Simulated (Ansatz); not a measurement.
# ZrB2 (P6/mmm) in Ansatz: a series of runs, part 2 of 2

Ansatz 0.2.0.

**10. Projected density of states, revPBE+D3(BJ)-ATM**

Contents of input.yaml:

```yaml
crystal:
  lattice:
    - [3.17, 0.0, 0.0]
    - [-1.585, 2.74530053, 0.0]
    - [0.0, 0.0, 3.533]
  atoms:
    - { symbol: Zr, position: [0.0, 0.0, 0.0] }
    - { symbol: B, position: [0.6666666667, 0.3333333333, 0.5] }
    - { symbol: B, position: [0.3333333333, 0.6666666667, 0.5] }
hamiltonian:
  xc: revpbe
  pseudopotentials: { kind: paw, partial_waves: polarizable }
  dispersion: d3bjatm
kpoints:
  mp_grid: { grid: [10, 10, 8] }
scf:
  occupations: { method: tetrahedron }
  n_extra_bands: 7
output:
  forces: true
  stress: true
  dos: { projected: true, de: 0.05, nscf_kmesh: { grid: [15, 15, 12] } }
  write_density: true
  write_potential: true
  elf: true
  volumetric_format: npy
```

Potentials or basis: Ansatz PAW polarizable.

On the command line:

```
> ansatz run input.yaml --threads 2 --pin off --max-ram 5120MiB --backend cpu --events-out ev --progress --plain --runs-dir out
```

The program printed:

```text
Warning: output.forces, output.stress, relax.cell or npt_langevin: where a Kohn–Sham band that disperses or a degenerate level is filled in part under the method tetrahedron, the forces or the stress that this run publishes need not agree with its energy (scf.occupations.method in the input reference, under Limitations); prefer a smearing scheme for the forces or the stress
Warning: RAYON_NUM_THREADS=2 ignored (pool sized by the plan → 2); use --threads N
scf.n_extra_bands = 7 over 9 filled bands (N_el = 18.0): the run solves 16 bands
Engine: ansatz 0.2.0, aarch64-unknown-linux-gnu
Pseudopotentials: kind: paw
Pseudopotential: Zr, paw, valence charge 12, recommended cutoff 420 eV (normal), Zr.paw.azcp
Pseudopotential: B, paw, valence charge 3, recommended cutoff 420 eV (normal), B.paw.azcp
Functional definition: revPBE
  parameter kappa = 1.245
  parameter beta = 0.06672455060314922
  exchange = pbe_x(kappa = kappa, mu = beta*pi^2/3)
  correlation = pbe_c(beta = beta)
Crystal: 3 atoms, lattice volume = 30.746 Å³
Basis set: ecut = 420 eV, 575 PW (Γ), exchange–correlation on 48×48×48 points (8 copies of the dense FFT grid, shifted against one another)
Bands: 16, of which v1, the nominal top of the filled ones, is band 9 counted from 1 (8 counted from 0)
Symmetry: 24 space group operations
Space group: P6/mmm (ITA 191), of the structure as read, at distance tolerance 3.1e-5 Å
k-points: 70 of 800
Non-local potential: Zr, projectors of the file, l = 0: 3, l = 1: 2, l = 2: 2, l = 3: 2
Non-local potential: B, projectors of the file, l = 0: 2, l = 1: 2, l = 2: 1
PAW form: soft (Blöchl's): semilocal exchange-correlation on the pseudo side does not see the compensation charge
PAW frozen core: Zr, regenerated for the run's functional, and the local potential with it (the file was generated under x = pbe(κ = 0.804, μ = 0.2195149727645171), c = pbe(β = 0.06672455060314922))
PAW frozen core: B, regenerated for the run's functional, and the local potential with it (the file was generated under x = pbe(κ = 0.804, μ = 0.2195149727645171), c = pbe(β = 0.06672455060314922))
PAW one-centre angular grid: Zr, 590 points (default); XC on 64 Gauss nodes
PAW one-centre angular grid: B, 110 points (default); XC on 64 Gauss nodes
Initial density: superposition of atomic densities (neutral atoms: chi_scale 0, normalization atom), corrected by the library's trained network
Initial wavefunctions: pseudopotential atomic-orbital guess
Functional: x = revpbe(κ = 1.245, μ = 0.2195149727645171), c = pbe(β = 0.06672455060314922)
Partial waves of B: polarizable
Partial waves of Zr: polarizable
SCF iter   1: F=—  HF=-4507.239155 eV  |F-HF|=—  |Δ(HF+E_count)|=         —  Δρ=3.04e-3  dr2=3.43e-3  ethr=1.77e-3  ⟨swp⟩=6.0  Hψ=5396  notcnv=0
preconditioner: auto → none  [metal: no gap  n_scr=8 (ndim 8)  ℏωp=21.2 eV  f_vac=0.000  sad-step TF]
SCF iter   2: F=—  HF=-4507.238429 eV  |F-HF|=—  |Δ(HF+E_count)|=   7.27e-4  Δρ=1.51e-3  dr2=7.32e-4  ethr=1.90e-5  ⟨swp⟩=2.1  Hψ=2045  notcnv=0  defer=119
SCF iter   3: F=—  HF=-4507.238327 eV  |F-HF|=—  |Δ(HF+E_count)|=   1.01e-4  Δρ=1.40e-4  dr2=3.21e-6  ethr=4.07e-6  ⟨swp⟩=2.0  Hψ=1660  notcnv=0  defer=120
SCF iter   4: F=—  HF=-4507.238339 eV  |F-HF|=—  |Δ(HF+E_count)|=   1.20e-5  Δρ=4.22e-5  dr2=4.64e-7  ethr=5.56e-10  ⟨swp⟩=10.2  Hψ=6900  notcnv=0
SCF iter   5: F=-4507.238341 eV  HF=-4507.238341 eV  |F-HF|=2.96e-8  |Δ(HF+E_count)|=   1.56e-6  Δρ=9.42e-6  dr2=4.13e-8  ethr=5.56e-10  ⟨swp⟩=7.7  Hψ=5366  notcnv=0
SCF 1 converged in 5 iterations: F = -4507.238341 eV  dr2 = 4.13e-8
NSCF: frozen V_eff on 189 k-points
SCF converged after 5 iterations
Stability not checked: this state was not tested for a lower state beside it, because cold or Methfessel-Paxton smearing, or corrected tetrahedra, fill the levels in a way that the test cannot read (fill_not_monotonic; see scf.lower_state_search)
Free energy (F): -4507.238341 eV
Harris-Foulkes:  -4507.238341 eV  (|F-HF|=2.96e-8)
Internal energy: -4507.238387 eV  (E = F + TS)
E sigma→0 (E₀):  -4507.238341 eV
Entropy (-TS):   0.000046 eV (0.015 meV/atom)
Fermi energy:    15.998267 eV
--- Per-component energies (eV) ---
  E_band       = -24.195247
  E_kinetic    = 434.962763
  E_local      = -555.166418  (includes V_loc(G=0)·N_el)
  E_nonlocal   = 99.418448
  E_hartree    = 176.113482
  E_xc         = -229.163071
  E_vxc        = -271.366759  (∫ρ·V_xc dr)
  E_paw        = -3117.033919  (= ΣΔE_a)
  E_vpaw       = -84.272914  (= ΣTr[D̂ρ^β])
  E_aug_tail   = 0.000017  (compensation charges beyond the density's cutoff)
  E_ewald      = -1314.184620
  E_disp       = -2.111377  (pairwise vdW)
  E_core_change = -0.073692  (= ΣΔE_core)
  E_smearing   = 0.000046  (= −TS)
  E_closure    = 0.000000  (closes the sum)
  Σ components = -4507.238341   (vs F -4507.238341, Δ=0.00e0)
--- Forces (eV/Å), atoms counted from 1 ---
  atom   1  Zr    -0.00000000     0.00000000     0.00000000
  atom   2  B      0.00000000     0.00000000     0.00000000
  atom   3  B      0.00000000     0.00000000     0.00000000
  max |Σ_I F_I| component: 3.70e-17 eV/Å
--- Stress (GPa, compression-positive) ---
       -7.846153       0.000000       0.000000
        0.000000      -7.846153       0.000000
        0.000000       0.000000      -6.083252
  P = ⅓ Tr σ = -7.2585 GPa (-72.585 kbar)
--- Band table (eV; the first three rows and the last of 70) ---
  k-point 0: bands = ["-32.7700", "-10.9603", "-10.4067", "-10.4067", "3.0894", "13.2365", "13.2365", "13.2862", "13.5130", "19.2652", "19.2652", "20.0560", "20.0560", "20.6933", "21.0149", "21.0149"]
  k-point 1: bands = ["-32.7672", "-11.0157", "-10.4030", "-10.4030", "3.3177", "12.0463", "13.3831", "13.3831", "14.6833", "18.2956", "18.2956", "19.5895", "19.5895", "20.7214", "22.3306", "22.3306"]
  k-point 2: bands = ["-32.7604", "-11.1462", "-10.3939", "-10.3939", "3.9308", "10.6677", "13.8095", "13.8095", "15.9530", "17.1646", "17.1646", "18.5021", "18.5021", "20.7957", "23.3663", "24.4368"]
  k-point 69: bands = ["-32.6235", "-11.0832", "-11.0526", "-10.9115", "6.6367", "7.6001", "10.9565", "13.1022", "13.1527", "19.8844", "21.5650", "21.9545", "22.0852", "22.9014", "22.9377", "24.8498"]
```

dos.tsv:

```text
# E-E_F[eV]	g_bin_mean(E)[states/eV]	N(E)
# format = ansatz-dos/2
# fermi_ev = 16.006031
# fermi_mp_grid = 15 15 12
# fermi_mp_shift = 0 0 0
# nscf_kmesh_grid = 15 15 12
# nscf_kmesh_shift = 0 0 0
# tetrahedron_fermi_ev = 16.006053
# g_bin_mean(E): the states in a bin one row spacing wide, centred on E, divided by that spacing. States that the method places at a single energy (under output.dos.method: tetrahedron, those of a tetrahedron whose four corners have one energy) are counted whole in the row whose bin holds that energy (on the edge of two bins, in the lower row). The sum of g_bin_mean over a run of rows, times the row spacing, is the number of states from half a spacing under the first of them to half a spacing over the last (a plain sum, not the trapezoid rule).
-49.276050	0.000000e0	0.000000e0
-49.226050	0.000000e0	0.000000e0
-49.176050	0.000000e0	0.000000e0
-49.126050	0.000000e0	0.000000e0
-49.076050	0.000000e0	0.000000e0
-49.026050	0.000000e0	0.000000e0
[... 1227 lines left out ...]
12.373950	0.000000e0	3.200000e1
12.423950	0.000000e0	3.200000e1
```

It took 2.2 s on 2 threads of Arm Neoverse V2, shared host; peak memory 0.38 GiB.

What came out:

```yaml
Free_energy: -4507.2383 eV
Pressure: -7.3 GPa
Band_gap_on_the_k_mesh: none (metal or under the smearing width)
Density_of_states_at_the_Fermi_level: 0.27 states/eV per cell
```

Stress tensor (GPa, compression positive):
```
-7.85  0.00  0.00
 0.00 -7.85  0.00
 0.00  0.00 -6.08
```

States per cell in windows of 1 eV (zero at the Fermi level; states under -8 eV left out):
| from (eV) | total | Zr 4d | B 2p | B 2s | Zr 5s | Zr 4p | Zr 4s |
| --- | --- | --- | --- | --- | --- | --- | --- |
| -8.0 | 0.64 | 0.11 | 0.33 | 0.17 | 0.00 | 0.02 | 0.01 |
| -7.0 | 0.56 | 0.11 | 0.32 | 0.10 | 0.02 | 0.01 | 0.01 |
| -6.0 | 0.86 | 0.16 | 0.57 | 0.06 | 0.03 | 0.02 | 0.02 |
| -5.0 | 1.29 | 0.30 | 0.87 | 0.05 | 0.03 | 0.02 | 0.01 |
| -4.0 | 2.01 | 0.62 | 1.27 | 0.03 | 0.03 | 0.05 | 0.00 |
| -3.0 | 1.46 | 0.69 | 0.72 | 0.01 | 0.01 | 0.03 | 0.00 |
| -2.0 | 0.71 | 0.50 | 0.20 | 0.00 | 0.01 | 0.00 | 0.00 |
| -1.0 | 0.21 | 0.16 | 0.05 | 0.00 | 0.00 | 0.00 | 0.00 |
| 0.0 | 0.59 | 0.42 | 0.16 | 0.00 | 0.00 | 0.00 | 0.00 |
| 1.0 | 1.18 | 0.77 | 0.32 | 0.05 | 0.01 | 0.00 | 0.00 |
| 2.0 | 1.29 | 0.95 | 0.25 | 0.05 | 0.01 | 0.00 | 0.00 |
| 3.0 | 1.62 | 1.14 | 0.32 | 0.09 | 0.02 | 0.00 | 0.00 |
| 4.0 | 1.92 | 1.32 | 0.33 | 0.18 | 0.03 | 0.00 | 0.00 |
| 5.0 | 1.37 | 0.64 | 0.43 | 0.19 | 0.04 | 0.00 | 0.00 |
| 6.0 | 1.71 | 0.59 | 0.58 | 0.32 | 0.09 | 0.00 | 0.00 |
| 7.0 | 1.44 | 0.33 | 0.50 | 0.34 | 0.13 | 0.00 | 0.00 |

Caveat: pairwise dispersion overbinds metals, which lowers pressure and volume; the PAW data sets come from PBE, with cores solved anew for the run's functional, which leaves a small shift of forces and pressure; with tetrahedron occupations forces and stress needn't match the slope of the energy.
